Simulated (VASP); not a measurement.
# Hf (P6/mmm) in VASP: further runs, part 2 of 2

VASP 6.6.1.

## Step 4: Single point, PBEsol

INCAR

```
SYSTEM = Hf
  PREC = Accurate
  ENCUT = 520
  EDIFF = 1E-6
  ISMEAR = 0
  SIGMA = 0.5
  LREAL = .FALSE.
  LASPH = .TRUE.
  NELM = 60
  ALGO = Fast
  ISIF = 2
  LWAVE = .FALSE.
  LCHARG = .FALSE.
  GGA = PS
```

KPOINTS

```
Automatic mesh
0
G
  12 12 14
  0 0 0
```

POSCAR

```
Hf
1.0
    4.9124200000      0.0000000000      0.0000000000
   -2.4562100000      4.2542800000      0.0000000000
    0.0000000000      0.0000000000      3.0596800000
Hf
3
Direct
    0.6666700000      0.3333300000      0.5000000000
    0.3333300000      0.6666700000      0.5000000000
    0.0000000000      0.0000000000      0.0000000000
```

Potentials or basis: VASP PAW PBE potentials, release 64 (Hf_pv).

Launch:

```sh
$ cat potpaw_PBE.64/Hf_pv/POTCAR > POTCAR
$ mpirun -np 1 vasp_std > vasp.out
```

OUTCAR:

```text
SYSTEM = Hf
   PREC = Accurate
   ENCUT = 520
   EDIFF = 1E-6
   ISMEAR = 0
   LREAL = .FALSE.
   LASPH = .TRUE.
   NELM = 60
   ISIF = 2
   GGA = PS

 ion  position               nearest neighbor table
   1  0.667  0.333  0.500-   2 2.84   2 2.84   2 2.84   3 3.22   3 3.22   3 3.22   3 3.22   3 3.22
                             3 3.22
   2  0.333  0.667  0.500-   1 2.84   1 2.84   1 2.84   3 3.22   3 3.22   3 3.22   3 3.22   3 3.22
                             3 3.22
   3  0.000  0.000  0.000-   1 3.22   2 3.22   1 3.22   2 3.22   2 3.22   2 3.22   1 3.22   1 3.22
                             1 3.22   1 3.22   2 3.22   2 3.22

  LATTYP: Found a hexagonal cell.
 ALAT       =     4.9124200000
 C/A-ratio  =     0.6228457664

  Lattice vectors:

 A1 = (   4.9124200000,   0.0000000000,   0.0000000000)
 A2 = (  -2.4562100000,   4.2542800000,   0.0000000000)
 A3 = (   0.0000000000,   0.0000000000,   3.0596800000)

Analysis of symmetry for initial positions (statically):
=====================================================================
 Subroutine PRICEL returns:
 Original cell was already a primitive cell.

 Routine SETGRP: Setting up the symmetry group for a
 hexagonal supercell.

 Subroutine GETGRP returns: Found  8 space group operations
 (whereof  8 operations were pure point group operations)
 out of a pool of 24 trial point group operations.

The static configuration has the point symmetry D_2h.

Analysis of symmetry for dynamics (positions and initial velocities):
=====================================================================
 Subroutine PRICEL returns:
 Original cell was already a primitive cell.

 Routine SETGRP: Setting up the symmetry group for a
 hexagonal supercell.

 Subroutine GETGRP returns: Found  8 space group operations
 (whereof  8 operations were pure point group operations)
 out of a pool of 24 trial point group operations.

The dynamic configuration has the point symmetry D_2h.

 Subroutine INISYM returns: Found  8 space group operations
 (whereof  8 operations are pure point group operations),
 and found     1 'primitive' translations

----------------------------------------------------------------------------------------

                                     Primitive cell

  volume of cell :      63.9437

  direct lattice vectors                    reciprocal lattice vectors
     4.912420000  0.000000000  0.000000000     0.203565656  0.117528701  0.000000000
    -2.456210000  4.254280000  0.000000000     0.000000000  0.235057401  0.000000000
     0.000000000  0.000000000  3.059680000     0.000000000  0.000000000  0.326831564

  length of vectors
     4.912420000  4.912419555  3.059680000     0.235057380  0.235057401  0.326831564

  position of ions in fractional coordinates (direct lattice)
     0.666670000  0.333330000  0.500000000
     0.333330000  0.666670000  0.500000000
     0.000000000  0.000000000  0.000000000

  ion indices of the primitive-cell ions
   primitive index   ion index
                 1           1
                 2           2
                 3           3

----------------------------------------------------------------------------------------

 KPOINTS: Automatic mesh

Automatic generation of k-mesh.
 Grid dimensions read from file:
 generate k-points for:   12   12   14

 Generating k-lattice:

  Cartesian coordinates                     Fractional coordinates (reciprocal lattice)
     0.016963805  0.009794058  0.000000000     0.083333333  0.000000000  0.000000000
     0.000000000  0.019588117  0.000000000     0.000000000  0.083333333  0.000000000
     0.000000000  0.000000000  0.023345112     0.000000000  0.000000000  0.071428571

  Length of vectors
     0.019588115  0.019588117  0.023345112

  Shift w.r.t. Gamma in fractional coordinates (k-lattice)
     0.000000000  0.000000000  0.000000000

 Subroutine IBZKPT returns following result:
 ===========================================

 Found    344 irreducible k-points:

 Following reciprocal coordinates:
            Coordinates               Weight
  0.000000  0.000000  0.000000      1.000000
  0.083333  0.000000  0.000000      4.000000
 -0.083333  0.083333  0.000000      2.000000
  0.166667 -0.000000  0.000000      4.000000
 -0.166667  0.166667  0.000000      2.000000
  0.250000  0.000000  0.000000      4.000000
[... 16 lines left out ...]
 -0.083333  0.416667  0.000000      4.000000
 -0.416667  0.333333  0.000000      4.000000
 [... further k-points ...]
   k-points           NKPTS =    344   k-points in BZ     NKDIM =    344   number of bands    NBANDS=     19
   number of dos      NEDOS =    301   number of ions     NIONS =      3
   total plane-waves  NPLWV =  38400
   dimension x,y,z NGX =    40 NGY =   40 NGZ =   24
   dimension x,y,z NGXF=    80 NGYF=   80 NGZF=   48
   ions per type =               3
   NGX,Y,Z   is equivalent  to a cutoff of  13.54, 13.54, 13.04 a.u.
   NGXF,Y,Z  is equivalent  to a cutoff of  27.07, 27.07, 26.08 a.u.
 SYSTEM =  Hf
   PREC   = accura    normal or accurate (medium, high low for compatibility)
   ISTART =      0    job   : 0-new  1-cont  2-samecut
   ICHARG =      2    charge: 1-file 2-atom 10-const
   ISPIN  =      1    spin polarized calculation?
   LNONCOLLINEAR =      F non collinear calculations
   LSORBIT =      F    spin-orbit coupling
   LASPH  =      T    aspherical Exc in radial PAW
   ENCUT  =  520.0 eV  38.22 Ry    6.18 a.u.   9.13  9.13  5.69*2*pi/ulx,y,z
   NELM   =     60;   NELMIN=  2; NELMDL= -5     # of ELM steps
   EDIFF  = 0.1E-05   stopping-criterion for ELM
   LREAL  =      F    real-space projection
[... 7 lines left out ...]
   TEBEG  =    0.0;   TEEND  =   0.0 temperature during run
   PSTRESS=    0.0 pullay stress
   NELECT =      30.0000    total number of electrons
   NUPDOWN=      -1.0000    fix difference up-down
   EMIN   =  10.00;   EMAX   =-10.00  energy-range for DOS
   EFERMI =   0.00;   METHOD = LEGACY
   ISMEAR =     0;   SIGMA  =   0.50  broadening in eV -4-tet -1-fermi 0-gaus
   EFERMI_NEDOS =   21; number of points for ismear=-14 and -15
   IALGO  =     68    algorithm
   IMIX   =      4    mixing-type and parameters
     AMIX     =   0.40;   BMIX     =  1.00
     AMIX_MAG =   1.60;   BMIX_MAG =  1.00
  volume/ion in A,a.u.               =      21.31       143.84
  Fermi-wavevector in a.u.,A,eV,Ry     =   1.272085  2.403892 22.016944  1.618200
  Thomas-Fermi vector in A             =   2.404983
   LORBIT       =      0    0 simple, 1 ext, 2 COOP (PROOUT), +10 PAW based schemes
   GGA     = PS    functional components
   LHFCALC =     F    Hartree Fock is set to
   AEXX    =    0.0000 exact exchange contribution
   IVDW    =     0    specifies the selected vdW correction
   LEPSILON=     F    determine dielectric tensor
   LRPA    =     F    only Hartree local field effects (RPA)
 non-spin polarized calculation
 RMM-DIIS sequential band-by-band and
 Gauss-broadening in eV      SIGMA  =   0.50
  energy-cutoff  :      520.00
  volume of cell :       63.94
 maximum number of plane-waves:      1740
 NGX is ok and might be reduce to    40
   NGX = 19   NGY = 19   NGZ = 11

 number of electron      30.0000003 magnetization

 Free energy of the ion-electron system (eV)
  ---------------------------------------------------
  ext. energy  EPLUGINS =         0.00000000
  ---------------------------------------------------
  free energy    TOTEN  =       -31.56992864 eV

  energy without entropy =      -31.21747312  energy(sigma->0) =      -31.39370088

 E-fermi :   4.8847     XC(G=0): -11.6118

 val. band max:        4.8794831447   @ k =   0.5000   0.5000   0.2143
 cond. band min:       4.8920265570   @ k =   0.3333   0.3333   0.2857
 fundamental gap:      0.0125434122
 Fermi energy:         4.8847217317

 k-point     1 :       0.0000    0.0000    0.0000
  band No.  band energies     occupation
      1     -25.6761      2.00000
      2     -25.6760      2.00000
      3     -25.6428      2.00000
      4     -25.6427      2.00000
      5     -25.2168      2.00000
      6     -24.9766      2.00000
[... 11 lines left out ...]
     18       7.0893      0.00000
     19       7.0905      0.00000
[... 485 lines left out ...]
 k-point    24 :      -0.4167    0.3333    0.0000
  band No.  band energies     occupation
      1     -25.9191      2.00000
      2     -25.7103      2.00000
      3     -25.4393      2.00000
      4     -25.3218      2.00000
      5     -25.1567      2.00000
      6     -25.0663      2.00000
[... 11 lines left out ...]
     18       5.9879      0.00181
     19       6.6191      0.00000

 [... further k-points ...]

------------------------ aborting loop because EDIFF is reached ----------------------------------------

  FORCE on cell =-STRESS in cart. coord.  units (eV):
  Direction    XX          YY          ZZ          XY          YZ          ZX
  --------------------------------------------------------------------------------------
  -------------------------------------------------------------------------------------
  Total        0.2772149      0.2773428     -0.0569041      0.0001108      0.0000000      0.0000000
  in kB        6.9459174      6.9491227     -1.4257940      0.0027773      0.0000000      0.0000000
  external PRESSURE =       4.1564154 kB  Pullay stress =       0.0000000 kB

 VOLUME and BASIS-vectors are now :
 -----------------------------------------------------------------------------
  energy-cutoff  :      520.00
  volume of cell :       63.94
      direct lattice vectors                 reciprocal lattice vectors
     4.912420000  0.000000000  0.000000000     0.203565656  0.117528701  0.000000000
    -2.456210000  4.254280000  0.000000000     0.000000000  0.235057401  0.000000000
     0.000000000  0.000000000  3.059680000     0.000000000  0.000000000  0.326831564

 POSITION                                       TOTAL-FORCE (eV/Angst)
 -----------------------------------------------------------------------------------
      2.45623      1.41808      1.52984        -0.000221      0.000128      0.000000
     -0.00002      2.83620      1.52984         0.000221     -0.000128      0.000000
      0.00000      0.00000      0.00000         0.000000      0.000000      0.000000
 -----------------------------------------------------------------------------------
    total drift:                                0.000000      0.000000      0.000000

  FREE ENERGIE OF THE ION-ELECTRON SYSTEM (eV)
  ---------------------------------------------------
  free  energy   TOTEN  =       -31.5699286429 eV

  energy  without entropy=      -31.2174731195  energy(sigma->0) =      -31.39370088
```

OSZICAR:

```text
N       E                     dE             d eps       ncg     rms          rms(c)
DAV:   1     0.962879259520E+02    0.96288E+02   -0.17083E+04 13288   0.151E+03
DAV:   2    -0.258613790941E+02   -0.12215E+03   -0.11790E+03 14798   0.324E+02
DAV:   3    -0.325286997011E+02   -0.66673E+01   -0.61904E+01 18112   0.426E+01
DAV:   4    -0.327170968445E+02   -0.18840E+00   -0.18170E+00 16748   0.605E+00
DAV:   5    -0.327208045916E+02   -0.37077E-02   -0.36740E-02 17119   0.717E-01    0.814E+01
RMM:   6    -0.318653386856E+02    0.85547E+00   -0.70803E-01 13079   0.536E+00    0.490E+01
RMM:   7    -0.315843071338E+02    0.28103E+00   -0.17139E+00 15603   0.820E+00    0.272E+00
RMM:   8    -0.315671297002E+02    0.17177E-01   -0.15349E-01 13829   0.287E+00    0.405E-01
RMM:   9    -0.315699986221E+02   -0.28689E-02   -0.33956E-02 19191   0.106E+00    0.950E-01
RMM:  10    -0.315700576411E+02   -0.59019E-04   -0.29637E-03 18273   0.368E-01    0.544E-01
RMM:  11    -0.315699107072E+02    0.14693E-03   -0.78018E-04 16851   0.167E-01    0.125E-01
RMM:  12    -0.315699241469E+02   -0.13440E-04   -0.25277E-04 18963   0.625E-02    0.506E-02
RMM:  13    -0.315699372619E+02   -0.13115E-04   -0.61467E-05 16819   0.315E-02    0.140E-01
RMM:  14    -0.315699277360E+02    0.95259E-05   -0.46521E-05 16136   0.376E-02    0.844E-03
RMM:  15    -0.315699289123E+02   -0.11763E-05   -0.15277E-05 15624   0.173E-02    0.132E-02
RMM:  16    -0.315699286429E+02    0.26943E-06   -0.22114E-06 10267   0.568E-03
   1 F= -.31569929E+02 E0= -.31393701E+02  d E =-.352456E+00
```

Wall time 5.3 min (1 thread of AMD EPYC 9R45 (Zen 5), shared host); peak memory 0.42 GiB.

What came out:

* Free energy: -31.5699 eV
* Pressure: 0.4 GPa
* Band gap on the k mesh: none (metal or under the smearing width)

Stress tensor (GPa, compression positive):
```
 0.69  0.00  0.00
 0.00  0.69  0.00
 0.00  0.00 -0.14
```

Caveat: the PAW data sets were made with another functional, which shifts forces and pressure a little.

## Step 5: Summary

```tsv
k mesh	cutoff (eV)	smearing	gap on the mesh (eV)	pressure (GPa)
12 × 12 × 14	700	gaussian 0.1 eV	none	0.0
15 × 15 × 20	520	gaussian 0.1 eV	none	-0.1
12 × 12 × 14	520	gaussian 0.5 eV	none	0.4
```

Alike in all rows: task single point; level PBEsol; potentials or basis VASP PAW PBE potentials, release 64 (Hf_pv); no spin polarisation; cell as given.

Every run on the cell as given and a fine mesh finds a metal.

Caveats: the PAW data sets were made with another functional, which shifts forces and pressure a little.

Total energies depend on the potentials used, so only differences within one code and one set of settings carry meaning.
